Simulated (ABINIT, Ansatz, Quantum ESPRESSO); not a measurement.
**How the equilibrium volume moves from PBE to LDA, PBEsol**

Computed equilibrium volume (Å³/atom) at each level. Volumes are each level's own minimum, from an equation of state or a relaxation of the cell. Space groups are those of the starting cells. Not every cell is the stable form of its formula. Spin polarisation and spin-orbit coupling are off unless named.

- PBE: Quantum ESPRESSO (SSSP 1.3 efficiency PBE) for AuAl2, Sr, KI, KBr, PtAl2; Ansatz (all-electron LAPW, scalar-relativistic) for RuAl, YN, CaO; ABINIT (JTH PAW PBE v2.0) for SiC; cutoffs 517 to 816 eV for plane waves; k meshes of 256 to 1000 points
- LDA: Quantum ESPRESSO (JTH 2.0 LDA) for AuAl2, Sr, KI, KBr; Ansatz (all-electron LAPW, scalar-relativistic) for RuAl, YN, CaO, PtAl2; ABINIT (PseudoDojo NC SR LDA v0.4.1 standard) for SiC; cutoffs 490 to 1116 eV for plane waves; k meshes of 64 to 1000 points
- PBEsol: Ansatz (all-electron LAPW, scalar-relativistic) for RuAl, YN, CaO, PtAl2; Quantum ESPRESSO (GBRV 1.5 PBEsol) for AuAl2, Sr; Quantum ESPRESSO (PseudoDojo 0.4.1 SR PBEsol standard) for KI, KBr; ABINIT (PseudoDojo NC SR PBEsol v0.4.1 standard) for SiC; cutoffs 612 to 1116 eV for plane waves; k meshes of 256 to 1000 points

| crystal | PBE | LDA | PBEsol |
| --- | --- | --- | --- |
| AuAl2 (Fm-3m) | 18.510 | 17.548 | 17.980 |
| RuAl (Pm-3m) | 13.547 | 12.882 | 13.175 |
| Sr (Fm-3m) | 54.739 | 48.368 | 51.964 |
| YN (Fm-3m) | 14.764 | 14.001 | 14.320 |
| SiC (P6_3mc, 4 atoms) | 10.477 | 10.123 | 10.346 |
| KI (Fm-3m) | 46.298 | 39.752 | 42.991 |
| KBr (Fm-3m) | 37.668 | 32.480 | 35.106 |
| CaO (Fm-3m) | 14.092 | 13.046 | 13.543 |
| PtAl2 (Fm-3m) | 17.513 | 16.714 | 17.085 |

How do the values move from PBE?

LDA lies below PBE in 9 of 9 crystals, with a median shift of -5.2 % (-14.1 % for KI to -3.4 % for SiC). PBEsol lies below PBE in 9 of 9 crystals, with a median shift of -3.0 % (-7.1 % for KI to -1.3 % for SiC). The figures use the values as printed. Spin-orbit coupling, where left out, moves volumes and moduli of the heaviest elements a little. Meshes of this size aren't converged for the metals. LDA stands for any of its common fits to the electron gas. Columns can differ in programs, potentials, basis sets, cutoffs, meshes, task and smearing within a row, which adds scatter of its own. Where several set-ups ran one level, the entry is one near their median; a run lay far from it for CaO, Sr.

All nine crystals keep the same order of volumes, LDA below PBEsol below PBE. This is the familiar pattern: LDA overbinds, while the gradient correction in PBE favours inhomogeneous density and so lowers the energy of the expanded lattice. PBEsol weakens the gradient dependence of exchange and recovers only part of that expansion.

The size of the shift largely follows the stiffness of the lattice. In KI, KBr and Sr the energy curve is shallow, so a modest difference in exchange-correlation pressure moves the minimum far; the strong directional bonds of SiC hold it to -3.4 % in LDA. Volume per atom alone doesn't set the response, since CaO contracts more than AuAl2 despite its smaller volume. This suggests an added role for the low-density regions between closed-shell ions, where the reduced gradient is large and the functionals differ most.

The comparison establishes the relative contraction, not which functional is most accurate for a given crystal; that would need measured volumes corrected for thermal and zero-point expansion.
